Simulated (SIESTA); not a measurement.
Crystal: CdO (Monteponite).

```
Cd O
1.0
     0.00000    2.34950    2.34950
     2.34950    0.00000    2.34950
     2.34950    2.34950    0.00000
Cd O
1 1
Direct
  0.00000 0.00000 0.00000
  0.50000 0.50000 0.50000
```

Base run:

```yaml
Program: SIESTA 5.4.2
Functional: SOGGA
Potentials_or_basis: PseudoDojo 0.4 standard (PBEsol files)
Basis: DZP (energy shift 0.002 Ry)
Grid_cutoff: 800 Ry
Energy_shift: 0.002 Ry
k_mesh: 10 × 10 × 10
Occupations: fermi-dirac, width 0.05 eV
Spin: no spin polarisation
```

Its results: band gap on the k mesh none (metal or under the smearing width); pressure -0.9 GPa.

Q: After a change of settings the same cell gave: band gap on the k mesh none (metal or under the smearing width); pressure 12.8 GPa. Which change was it?
A. functional from SOGGA to PBE; potentials or basis from PseudoDojo 0.4 standard (PBEsol files) to PseudoDojo 0.5 standard (PBE files)
B. functional from SOGGA to BLYP; potentials or basis from PseudoDojo 0.4 standard (PBEsol files) to PseudoDojo 0.4 standard (PBE files)
C. functional from SOGGA to PBE-libxc; potentials or basis from PseudoDojo 0.4 standard (PBEsol files) to PseudoDojo 0.4 standard (PBE files)
D. functional from SOGGA to PBEGcGxLO; potentials or basis from PseudoDojo 0.4 standard (PBEsol files) to PseudoDojo 0.4 standard (PBE files)

A: B.

Caveats: semicore shells carry a single zeta, which can move pressures by several GPa and volumes by a few percent; the potentials were made for another functional, which shifts forces and pressure; the basis of atomic orbitals isn't converged, which shifts pressures, moduli and gaps.
